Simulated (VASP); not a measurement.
# C (P6_3/mmc) in VASP: dielectric tensor with PBE+D3(BJ)

Aim: the dielectric tensor of C with PBE+D3(BJ).

Program: VASP 6.6.1. These are calculated values, not measurements. Logs are shortened: lines on timing, memory, paths and dates and some standing lists are left out, and cuts for length are marked.

## Step 1: The structure

The structure is hexagonal, space group P6_3/mmc (No. 194). The conventional cell has a = 2.474 Å, b = 2.474 Å, c = 6.489 Å, α = 90.00°, β = 90.00°, γ = 120.00°. C (site symmetry -6m2) is surrounded by 3 C at 1.43 Å. C (site symmetry -6m2) has 3 C at 1.43 Å as nearest neighbours.

## Step 2: Dielectric tensor, PBE+D3(BJ)

The input, INCAR:

```
ALGO = Normal
EDIFF = 1E-7
ENCUT = 520
GGA = PE
ISIF = 2
ISMEAR = 0
IVDW = 12
LASPH = T
LCHARG = F
LEPSILON = T
LREAL = F
LWAVE = F
NELM = 80
PREC = Accurate
SIGMA = 0.02
```

The input, KPOINTS:

```
k-points
0
Gamma
  3 3 1
```

The input, POSCAR:

```
C                                       
1.0
    2.4741247157      0.0000000000      0.0000000000
   -1.2370623579      2.1426548542      0.0000000000
    0.0000000000      0.0000000000      6.4887511553
  C             
     4
Direct
     0.0000000000000000    0.0000000000000000    0.7500000000000000
     0.0000000000000000    0.0000000000000000    0.2500000000000000
     0.3333333300000021    0.6666666699999979    0.7500000000000000
     0.6666666699999979    0.3333333300000021    0.2500000000000000
```

Potentials or basis: VASP PAW PBE potentials, release 64 (C).

Run with:

```bash
$ cat potpaw_PBE.64/C/POTCAR > POTCAR
$ mpirun -np 4 vasp_std > vasp.out
```

OUTCAR:

```text
EDIFF = 1E-7
   ENCUT = 520
   GGA = PE
   ISIF = 2
   ISMEAR = 0
   IVDW = 12
   LASPH = T
   LEPSILON = T
   LREAL = F
   NELM = 80
   PREC = Accurate
 IVDW          = 12

 ion  position               nearest neighbor table
   1  0.000  0.000  0.750-   3 1.43   3 1.43   3 1.43
   2  0.000  0.000  0.250-   4 1.43   4 1.43   4 1.43
   3  0.333  0.667  0.750-   1 1.43   1 1.43   1 1.43
   4  0.667  0.333  0.250-   2 1.43   2 1.43   2 1.43

  LATTYP: Found a hexagonal cell.
 ALAT       =     2.4741247157
 C/A-ratio  =     2.6226451375

  Lattice vectors:

 A1 = (   2.4741247157,   0.0000000000,   0.0000000000)
 A2 = (  -1.2370623579,   2.1426548542,   0.0000000000)
 A3 = (   0.0000000000,   0.0000000000,   6.4887511553)

Analysis of symmetry for initial positions (statically):
=====================================================================
 Subroutine PRICEL returns:
 Original cell was already a primitive cell.

 Routine SETGRP: Setting up the symmetry group for a
 hexagonal supercell.

 Subroutine GETGRP returns: Found 24 space group operations
 (whereof 12 operations were pure point group operations)
 out of a pool of 24 trial point group operations.

The static configuration has the point symmetry D_3d.
 The point group associated with its full space group is D_6h.

Analysis of symmetry for dynamics (positions and initial velocities):
=====================================================================
 Subroutine PRICEL returns:
 Original cell was already a primitive cell.

 Routine SETGRP: Setting up the symmetry group for a
 hexagonal supercell.

 Subroutine GETGRP returns: Found 24 space group operations
 (whereof 12 operations were pure point group operations)
 out of a pool of 24 trial point group operations.

The dynamic configuration has the point symmetry D_3d.
 The point group associated with its full space group is D_6h.

 Subroutine INISYM returns: Found 24 space group operations
 (whereof 12 operations are pure point group operations),
 and found     1 'primitive' translations

[... 190 lines left out ...]
      0.00000      0.00000      4.86656        -0.000000     -0.000000     -0.000000
      0.00000      0.00000      1.62219         0.000000      0.000000      0.000000
     -0.00000      1.42844      4.86656         0.000000      0.000000     -0.000000
      1.23706      0.71422      1.62219        -0.000000      0.000000      0.000000
 -----------------------------------------------------------------------------------
    total drift:                               -0.000000      0.000000     -0.000000

  FREE ENERGIE OF THE ION-ELECTRON SYSTEM (eV)
  ---------------------------------------------------
  free  energy   TOTEN  =       -36.4785386998 eV

  energy  without entropy=      -36.4735236813  energy(sigma->0) =      -36.47603119

 HEAD OF MICROSCOPIC STATIC DIELECTRIC TENSOR (INDEPENDENT PARTICLE, excluding Hartree and local field effects)
 ------------------------------------------------------
         283.234244    -0.000000     0.000000
          -0.000000   283.234244     0.000000
           0.000000    -0.000000     3.243797
 ------------------------------------------------------

 Free energy of the ion-electron system (eV)
  ---------------------------------------------------
  ---------------------------------------------------
  free energy    TOTEN  =       -27.50537768 eV

  energy without entropy =      -27.50537768

------------------------ aborting loop because EDIFF is reached ----------------------------------------

 Edisp (eV)   -0.64985

 E8    (eV) :    -0.1850
[... 7 lines left out ...]
 E8    (eV) :    -0.1850

--------------------------------------- Ionic step        3  -------------------------------------------

 Free energy of the ion-electron system (eV)
  ---------------------------------------------------
  ---------------------------------------------------
  free energy    TOTEN  =        -0.19983545 eV

  energy without entropy =       -0.19983545

------------------------ aborting loop because EDIFF is reached ----------------------------------------

 Edisp (eV)   -0.64985

 E8    (eV) :    -0.1850

 PIEZOELECTRIC TENSOR FIELD DIRECTION 3  (e Angst)
 -----------------------------------------------------------------------------
     0.00000  0.00000 -0.00000           (  0.00000 -0.00000  0.00000)
    -0.00000  0.00000 -0.00000           ( -0.00000  0.00000  0.00000)
     0.00000  0.00000  0.00000           (  0.00000  0.00000  0.00000)

 PIEZOELECTRIC TENSOR FIELD DIRECTION 3  (C/m^2)
 -----------------------------------------------------------------------------
     0.00000  0.00000 -0.00000
    -0.00000  0.00000 -0.00000
     0.00000  0.00000  0.00000

 MACROSCOPIC STATIC DIELECTRIC TENSOR (including local field effects in DFT)
 ------------------------------------------------------
         284.020100    -0.000000     0.000000
          -0.000000   284.020100    -0.000000
           0.000000     0.000000     2.883399
 ------------------------------------------------------

 PIEZOELECTRIC TENSOR (including local field effects)  for field in x, y, z        (e  Angst)
          XX          YY          ZZ          XY          YZ          ZX
  --------------------------------------------------------------------------------
  x     0.00000     0.00000     0.00000     0.00000     0.00000     0.00000
  y     0.00000     0.00000     0.00000     0.00000     0.00000     0.00000
  z     0.00000     0.00000     0.00000     0.00000     0.00000     0.00000

 PIEZOELECTRIC TENSOR (including local field effects)  for field in x, y, z        (C/m^2)
          XX          YY          ZZ          XY          YZ          ZX
  --------------------------------------------------------------------------------
  x     0.00000     0.00000     0.00000     0.00000     0.00000     0.00000
  y     0.00000     0.00000     0.00000     0.00000     0.00000     0.00000
  z     0.00000     0.00000     0.00000     0.00000     0.00000     0.00000

 BORN EFFECTIVE CHARGES (including local field effects) (in |e|, cummulative output)
 ---------------------------------------------------------------------------------
 ion    1
    1    -8.29383     0.00000     0.00000
    2     0.00000    -8.29383     0.00000
    3     0.00000     0.00000     0.10227
 ion    2
    1    -8.29383     0.00000     0.00000
    2     0.00000    -8.29383     0.00000
    3     0.00000     0.00000     0.10227
 ion    3
    1     8.29383    -0.00000     0.00000
    2    -0.00000     8.29383     0.00000
    3    -0.00000     0.00000    -0.10227
 ion    4
    1     8.29383    -0.00000     0.00000
    2    -0.00000     8.29383     0.00000
    3    -0.00000    -0.00000    -0.10227
```

OSZICAR:

```text
[... 13 lines left out ...]
RMM:   4    -0.191640517680E+00   -0.46485E-02   -0.21194E-02   109   0.943E-01    0.131E-01
RMM:   5    -0.200114651770E+00   -0.84741E-02   -0.78628E-04   109   0.191E-01    0.127E-02
RMM:   6    -0.199630238347E+00    0.48441E-03   -0.30761E-05   127   0.239E-02    0.556E-03
RMM:   7    -0.199768487342E+00   -0.13825E-03   -0.27796E-06   111   0.141E-02    0.131E-03
RMM:   8    -0.199826419041E+00   -0.57932E-04   -0.34113E-07   117   0.405E-03    0.229E-04
RMM:   9    -0.199841741348E+00   -0.15322E-04   -0.19705E-08   113   0.976E-04    0.850E-05
RMM:  10    -0.199837392443E+00    0.43489E-05   -0.21470E-09    79   0.249E-04    0.295E-05
RMM:  11    -0.199835548507E+00    0.18439E-05   -0.15818E-09    76   0.229E-04    0.121E-05
RMM:  12    -0.199835447403E+00    0.10110E-06   -0.11611E-09    43   0.154E-04    0.207E-06
```

It took 10 s on 4 MPI ranks of Intel Xeon Platinum 8559C (Emerald Rapids), shared host; peak memory 0.11 GiB.

What came out:

| Property | Result |
| --- | --- |
| Band gap on the k mesh | none (metal or under the smearing width) |
| Electronic dielectric tensor (diagonal) | 284.02, 284.02, 2.88 |
| Born charges (mean of the diagonal) | C -5.50, +5.50 e |
| Dispersion energy per atom | -0.162 eV |

Electronic dielectric tensor:
```
284.02   0.00   0.00
  0.00 284.02   0.00
  0.00   0.00   2.88
```

Born effective charge tensors (e):
atom 1, C
```
-8.29  0.00  0.00
 0.00 -8.29  0.00
 0.00  0.00  0.10
```
atom 2, C
```
-8.29  0.00  0.00
 0.00 -8.29  0.00
 0.00  0.00  0.10
```
atom 3, C
```
 8.29  0.00  0.00
 0.00  8.29  0.00
 0.00  0.00 -0.10
```
atom 4, C
```
 8.29  0.00  0.00
 0.00  8.29  0.00
 0.00  0.00 -0.10
```

Caveat: the k mesh is coarse (spacing up to 0.98 Å⁻¹), so the values aren't converged.
